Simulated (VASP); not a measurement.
# ZnO (P6_3mc) in VASP: a series of runs

Runs on ZnO. Level: PBEsol. Tasks: relaxation of cell and atoms.

Program: VASP 6.6.1. These are calculated values, not measurements. Logs are shortened: lines on timing, memory, paths and dates and some standing lists are left out, and cuts for length are marked.

### 1 The structure

The structure is hexagonal, space group P6_3mc (No. 186). The conventional cell has a = 3.236 Å, b = 3.236 Å, c = 5.222 Å, α = 90.00°, β = 90.00°, γ = 120.00°. Zn (site symmetry 3m) has 4 O at 1.97 to 1.98 Å as nearest neighbours. O (site symmetry 3m) is surrounded by 4 Zn at 1.97 to 1.98 Å.

### 2 Relaxation of cell and atoms, PBEsol

Contents of INCAR:

```
SYSTEM = ZnO
PREC     = Accurate       ! precision mode
ENCUT    = 600            ! plane-wave cutoff, eV
EDIFF    = 1E-7           ! SCF threshold, eV
ISMEAR   = 0              ! smearing method
SIGMA    = 0.03           ! smearing width, eV
LREAL    = .FALSE.        ! projectors in reciprocal space
LASPH    = .TRUE.         ! aspherical terms in the spheres
NELM     = 80             ! most SCF steps
ALGO     = Normal         ! electronic algorithm
ISIF     = 3              ! what is computed and relaxed
LWAVE    = .FALSE.        ! write WAVECAR
LCHARG   = .FALSE.        ! write CHGCAR
GGA      = PS             ! functional
IBRION   = 2              ! ionic algorithm
NSW      = 90             ! ionic steps
EDIFFG   = -0.005         ! ionic threshold
```

Contents of KPOINTS:

```
regular mesh
0
G
  9 9 5
  0 0 0
```

Contents of POSCAR:

```
ZnO                                     
1.0
    3.2361380551      0.0000000000      0.0000000000
   -1.6180690275      2.8025777632     -0.0000000000
    0.0000000000      0.0000000000      5.2217173326
  Zn              O             
     2     2
Direct
     0.3333333300000021    0.6666666699999979    0.4999792735053055
     0.6666666699999979    0.3333333300000021    0.9999792735053056
     0.6666666699999979    0.3333333300000021    0.3790307264946954
     0.3333333300000021    0.6666666699999979    0.8790307264946954
```

Potentials or basis: VASP PAW PBE potentials, release 64 (Zn, O).

Started as:

```
$ cat potpaw_PBE.64/Zn/POTCAR potpaw_PBE.64/O/POTCAR > POTCAR
$ mpirun -np 1 vasp_std > vasp.out
```

OUTCAR:

```text
SYSTEM = ZnO
   PREC = Accurate
   ENCUT = 600
   EDIFF = 1E-7
   ISMEAR = 0
   LREAL = .FALSE.
   LASPH = .TRUE.
   NELM = 80
   ISIF = 3
   GGA = PS
   IBRION = 2
   NSW = 90
   EDIFFG = -0.005

 ion  position               nearest neighbor table
   1  0.333  0.667  0.500-   3 1.97   3 1.97   3 1.97   4 1.98
   2  0.667  0.333  1.000-   4 1.97   4 1.97   4 1.97   3 1.98
   3  0.667  0.333  0.379-   1 1.97   1 1.97   1 1.97   2 1.98
   4  0.333  0.667  0.879-   2 1.97   2 1.97   2 1.97   1 1.98

  LATTYP: Found a hexagonal cell.
 ALAT       =     3.2361380551
 C/A-ratio  =     1.6135644536

  Lattice vectors:

 A1 = (   3.2361380551,   0.0000000000,   0.0000000000)
 A2 = (  -1.6180690275,   2.8025777632,   0.0000000000)
 A3 = (   0.0000000000,   0.0000000000,   5.2217173326)

Analysis of symmetry for initial positions (statically):
=====================================================================
 Subroutine PRICEL returns:
 Original cell was already a primitive cell.

 Routine SETGRP: Setting up the symmetry group for a
 hexagonal supercell.

 Subroutine GETGRP returns: Found 12 space group operations
 (whereof  6 operations were pure point group operations)
 out of a pool of 24 trial point group operations.

The static configuration has the point symmetry C_3v.
 The point group associated with its full space group is C_6v.

Analysis of symmetry for dynamics (positions and initial velocities):
=====================================================================
 Subroutine PRICEL returns:
 Original cell was already a primitive cell.

 Routine SETGRP: Setting up the symmetry group for a
 hexagonal supercell.

 Subroutine GETGRP returns: Found 12 space group operations
 (whereof  6 operations were pure point group operations)
 out of a pool of 24 trial point group operations.

The dynamic configuration has the point symmetry C_3v.
 The point group associated with its full space group is C_6v.

 Subroutine INISYM returns: Found 12 space group operations
 (whereof  6 operations are pure point group operations),
 and found     1 'primitive' translations

----------------------------------------------------------------------------------------

                                     Primitive cell

  volume of cell :      47.3585

  direct lattice vectors                    reciprocal lattice vectors
     3.236138055  0.000000000  0.000000000     0.309010303  0.178407182  0.000000000
    -1.618069028  2.802577763  0.000000000     0.000000000  0.356814363  0.000000000
     0.000000000  0.000000000  5.221717333     0.000000000  0.000000000  0.191507877

  length of vectors
     3.236138055  3.236138053  5.221717333     0.356814363  0.356814363  0.191507877

  position of ions in fractional coordinates (direct lattice)
     0.333333330  0.666666670  0.499979274
     0.666666670  0.333333330  0.999979274
     0.666666670  0.333333330  0.379030726
     0.333333330  0.666666670  0.879030726

  ion indices of the primitive-cell ions
   primitive index   ion index
                 1           1
                 2           2
                 3           3
                 4           4

----------------------------------------------------------------------------------------

 KPOINTS: regular mesh

Automatic generation of k-mesh.
 Grid dimensions read from file:
 generate k-points for:    9    9    5

 Generating k-lattice:

  Cartesian coordinates                     Fractional coordinates (reciprocal lattice)
     0.034334478  0.019823020  0.000000000     0.111111111 -0.000000000  0.000000000
     0.000000000  0.039646040  0.000000000     0.000000000  0.111111111  0.000000000
     0.000000000  0.000000000  0.038301575     0.000000000  0.000000000  0.200000000

  Length of vectors
     0.039646040  0.039646040  0.038301575

  Shift w.r.t. Gamma in fractional coordinates (k-lattice)
     0.000000000  0.000000000  0.000000000

 Subroutine IBZKPT returns following result:
 ===========================================

 Found     36 irreducible k-points:

 Following reciprocal coordinates:
            Coordinates               Weight
  0.000000  0.000000  0.000000      1.000000
  0.111111  0.000000  0.000000      6.000000
  0.222222  0.000000  0.000000      6.000000
  0.333333  0.000000  0.000000      6.000000
  0.444444  0.000000  0.000000      6.000000
  0.111111  0.111111  0.000000      6.000000
[... 16 lines left out ...]
  0.333333  0.222222  0.200000     24.000000
  0.333333  0.333333  0.200000      4.000000
 [... further k-points ...]
   k-points           NKPTS =     36   k-points in BZ     NKDIM =     36   number of bands    NBANDS=     22
   number of dos      NEDOS =    301   number of ions     NIONS =      4
   total plane-waves  NPLWV =  32928
   dimension x,y,z NGX =    28 NGY =   28 NGZ =   42
   dimension x,y,z NGXF=    56 NGYF=   56 NGZF=   84
   ions per type =               2   2
   NGX,Y,Z   is equivalent  to a cutoff of  14.38, 14.38, 13.37 a.u.
   NGXF,Y,Z  is equivalent  to a cutoff of  28.77, 28.77, 26.74 a.u.
 SYSTEM =  ZnO
   PREC   = accura    normal or accurate (medium, high low for compatibility)
   ISTART =      0    job   : 0-new  1-cont  2-samecut
   ICHARG =      2    charge: 1-file 2-atom 10-const
   ISPIN  =      1    spin polarized calculation?
   LNONCOLLINEAR =      F non collinear calculations
   LSORBIT =      F    spin-orbit coupling
   LASPH  =      T    aspherical Exc in radial PAW
   ENCUT  =  600.0 eV  44.10 Ry    6.64 a.u.   6.46  6.46 10.43*2*pi/ulx,y,z
   NELM   =     80;   NELMIN=  2; NELMDL= -5     # of ELM steps
   EDIFF  = 0.1E-06   stopping-criterion for ELM
   LREAL  =      F    real-space projection
   EDIFFG = -.5E-02   stopping-criterion for IOM
   NSW    =     90    number of steps for IOM
   IBRION =      2    ionic relax: 0-MD 1-quasi-New 2-CG
   NFREE  =      1    steps in history (QN), initial steepest desc. (CG)
   ISIF   =      3    stress and relaxation
   ISYM   =      2    0-nonsym 1-usesym 2-fastsym
   POTIM  = 0.5000    time-step for ionic-motion
   TEBEG  =    0.0;   TEEND  =   0.0 temperature during run
   PSTRESS=    0.0 pullay stress
   NELECT =      36.0000    total number of electrons
   NUPDOWN=      -1.0000    fix difference up-down
   EMIN   =  10.00;   EMAX   =-10.00  energy-range for DOS
   EFERMI =   0.00;   METHOD = LEGACY
   ISMEAR =     0;   SIGMA  =   0.03  broadening in eV -4-tet -1-fermi 0-gaus
   EFERMI_NEDOS =   21; number of points for ismear=-14 and -15
   IALGO  =     38    algorithm
   IMIX   =      4    mixing-type and parameters
     AMIX     =   0.40;   BMIX     =  1.00
     AMIX_MAG =   1.60;   BMIX_MAG =  1.00
  volume/ion in A,a.u.               =      11.84        79.90
  Fermi-wavevector in a.u.,A,eV,Ry     =   1.494088  2.823418 30.372289  2.232300
  Thomas-Fermi vector in A             =   2.606406
   LORBIT       =      0    0 simple, 1 ext, 2 COOP (PROOUT), +10 PAW based schemes
   GGA     = PS    functional components
   LHFCALC =     F    Hartree Fock is set to
   AEXX    =    0.0000 exact exchange contribution
   IVDW    =     0    specifies the selected vdW correction
   LEPSILON=     F    determine dielectric tensor
   LRPA    =     F    only Hartree local field effects (RPA)
 conjugate gradient relaxation of ions
 non-spin polarized calculation
 Gauss-broadening in eV      SIGMA  =   0.03
  energy-cutoff  :      600.00
  volume of cell :       47.36
 maximum number of plane-waves:      1599
 NGX is ok and might be reduce to    28
   NGX = 13   NGY = 13   NGZ = 21

--------------------------------------- Ionic step        1  -------------------------------------------

 number of electron      36.0000009 magnetization

 Free energy of the ion-electron system (eV)
  ---------------------------------------------------
  ext. energy  EPLUGINS =         0.00000000
  ---------------------------------------------------
  free energy    TOTEN  =       -19.41515973 eV

  energy without entropy =      -19.41515973  energy(sigma->0) =      -19.41515973

------------------------ aborting loop because EDIFF is reached ----------------------------------------

  FORCE on cell =-STRESS in cart. coord.  units (eV):
  Direction    XX          YY          ZZ          XY          YZ          ZX
  --------------------------------------------------------------------------------------
  -------------------------------------------------------------------------------------
  Total        0.0159852      0.0159852      0.0340923      0.0000000      0.0000000      0.0000000
  in kB        0.5407920      0.5407920      1.1533694      0.0000000      0.0000000      0.0000000
  external PRESSURE =       0.7449844 kB  Pullay stress =       0.0000000 kB

 VOLUME and BASIS-vectors are now :
 -----------------------------------------------------------------------------
  energy-cutoff  :      600.00
  volume of cell :       47.36
      direct lattice vectors                 reciprocal lattice vectors
     3.236138055  0.000000000  0.000000000     0.309010303  0.178407182  0.000000000
    -1.618069028  2.802577763  0.000000000     0.000000000  0.356814363  0.000000000
     0.000000000  0.000000000  5.221717333     0.000000000  0.000000000  0.191507877

 POSITION                                       TOTAL-FORCE (eV/Angst)
 -----------------------------------------------------------------------------------
     -0.00000      1.86839      2.61075         0.000000      0.000000      0.000464
      1.61807      0.93419      5.22161         0.000000     -0.000000      0.000464
      1.61807      0.93419      1.97919        -0.000000     -0.000000     -0.000464
     -0.00000      1.86839      4.59005         0.000000      0.000000     -0.000464
 -----------------------------------------------------------------------------------
    total drift:                                0.000004     -0.000002     -0.000392

  FREE ENERGIE OF THE ION-ELECTRON SYSTEM (eV)
  ---------------------------------------------------
  free  energy   TOTEN  =       -19.4151597302 eV

  energy  without entropy=      -19.4151597302  energy(sigma->0) =      -19.41515973

--------------------------------------- Ionic step        2  -------------------------------------------

 number of electron      36.0000009 magnetization

 Free energy of the ion-electron system (eV)
  ---------------------------------------------------
  ext. energy  EPLUGINS =         0.00000000
  ---------------------------------------------------
  free energy    TOTEN  =       -19.41516129 eV

  energy without entropy =      -19.41516129  energy(sigma->0) =      -19.41516129

 E-fermi :   1.2966     XC(G=0): -11.2086

 val. band max:        1.0906848525   @ k =   0.0000   0.0000   0.0000
 cond. band min:       1.7731183211   @ k =   0.0000   0.0000   0.0000
 fundamental gap:      0.6824334686
 Fermi energy:         1.2965938379

 k-point     1 :       0.0000    0.0000    0.0000
  band No.  band energies     occupation
      1     -16.9899      2.00000
      2     -16.2437      2.00000
      3      -4.6701      2.00000
      4      -4.6478      2.00000
      5      -4.6478      2.00000
      6      -4.6038      2.00000
[... 574 lines left out ...]
      6      -4.1169      2.00000
[... 14 lines left out ...]
     21       8.7856      0.00000
     22       9.0862      0.00000

 [... further k-points ...]

------------------------ aborting loop because EDIFF is reached ----------------------------------------

  FORCE on cell =-STRESS in cart. coord.  units (eV):
  Direction    XX          YY          ZZ          XY          YZ          ZX
  --------------------------------------------------------------------------------------
  -------------------------------------------------------------------------------------
  Total       -0.0180472     -0.0180472     -0.0143305     -0.0000000      0.0000000      0.0000000
  in kB       -0.6100650     -0.6100650     -0.4844275     -0.0000000      0.0000000      0.0000000
  external PRESSURE =      -0.5681858 kB  Pullay stress =       0.0000000 kB

 VOLUME and BASIS-vectors are now :
 -----------------------------------------------------------------------------
  energy-cutoff  :      600.00
  volume of cell :       47.40
      direct lattice vectors                 reciprocal lattice vectors
     3.236761957  0.000000000  0.000000000     0.308950739  0.178372793  0.000000000
    -1.618380978  2.803118078  0.000000000    -0.000000000  0.356745586  0.000000000
     0.000000000  0.000000000  5.223864374     0.000000000  0.000000000  0.191429166

 POSITION                                       TOTAL-FORCE (eV/Angst)
 -----------------------------------------------------------------------------------
     -0.00000      1.86875      2.61185         0.000000     -0.000000      0.002121
      1.61838      0.93437      5.22378         0.000000     -0.000000      0.002121
      1.61838      0.93437      1.97998         0.000000     -0.000000     -0.002121
     -0.00000      1.86875      4.59191        -0.000000      0.000000     -0.002121
 -----------------------------------------------------------------------------------
    total drift:                                0.000004     -0.000002     -0.000394

  FREE ENERGIE OF THE ION-ELECTRON SYSTEM (eV)
  ---------------------------------------------------
  free  energy   TOTEN  =       -19.4151612875 eV

  energy  without entropy=      -19.4151612875  energy(sigma->0) =      -19.41516129

 reached required accuracy - stopping structural energy minimisation
```

It took 70 s on 1 thread of Intel Xeon Platinum 8259CL at 2.50GHz (Skylake/Cascade Lake), shared host; peak memory 0.2 GiB.

Results:

- Free energy: -19.4152 eV
- Relaxed volume: 11.85 Å³/atom
- Relaxed cell: a = 3.237 Å, b = 3.237 Å, c = 5.224 Å, α = 90.00°, β = 90.00°, γ = 120.00°
- Space group after relaxing (to 0.05 Å): P6_3mc (No. 186)
- Energy gained by relaxing: 0.0 meV/atom
- Ionic steps: 2
- Pressure after relaxing: -0.1 GPa
- Band gap on the k mesh: 0.68 eV, direct

Forces on the atoms (eV/Å):
```
Zn   0.000  0.000  0.002
Zn   0.000  0.000  0.002
O    0.000  0.000 -0.002
O    0.000  0.000 -0.002
```

Final structure:
```
CELL_PARAMETERS angstrom
3.23676 0.00000 0.00000
-1.61838 2.80312 0.00000
0.00000 0.00000 5.22386
ATOMIC_POSITIONS crystal
Zn 0.33333 0.66667 0.49998
Zn 0.66667 0.33333 0.99998
O 0.66667 0.33333 0.37903
O 0.33333 0.66667 0.87903
```

Caveat: the PAW data sets were made with another functional, which shifts forces and pressure a little.

(Part 1 of 2 ends here.)
